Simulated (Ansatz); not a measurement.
The system is LiCl.

```xyz
2
Lattice="0.0000 2.5648 2.5648 2.5648 0.0000 2.5648 2.5648 2.5648 0.0000" Properties=species:S:1:pos:R:3 pbc="T T T"
Cl    2.5648    2.5648    2.5648
Li    0.0000    0.0000    0.0000
```

```yaml
Program: Ansatz 0.2.0
Task: relaxation of cell and atoms
Functional: BLYP
Dispersion: D3(BJ)
Potentials_or_basis: all-electron LAPW, scalar-relativistic
Basis_error_allowed: 0.001 eV/atom
k_mesh: 9 × 9 × 9
Occupations: fermi-dirac, width 0.05 eV
Spin: no spin polarisation
```

At the start: volume 16.87 Å³/atom.

Problem. How do energy, volume and symmetry change on relaxing?

Solution. Over 5 steps the energy falls by 12.8 meV/atom and the volume is 15.53 Å³/atom (-8.0 %); space group Fm-3m (No. 225, to 0.05 Å).

Step by step:
| step | energy change (eV) | largest force (eV/Å) | volume (Å³) |
| --- | --- | --- | --- |
| 1 | 0.0000 | 0.0000 | 33.74 |
| 2 | -0.0234 | 0.0000 | 31.81 |
| 3 | -0.0255 | 0.0000 | 30.95 |
| 4 | -0.0256 | 0.0000 | 31.06 |
| 5 | -0.0256 | 0.0000 | 31.06 |

Final structure:
```xyz
2
Lattice="0.0000 2.4948 2.4948 2.4948 0.0000 2.4948 2.4948 2.4948 0.0000" Properties=species:S:1:pos:R:3 pbc="T T T"
Cl    2.4948    2.4948    2.4948
Li    0.0000    0.0000    0.0000
```
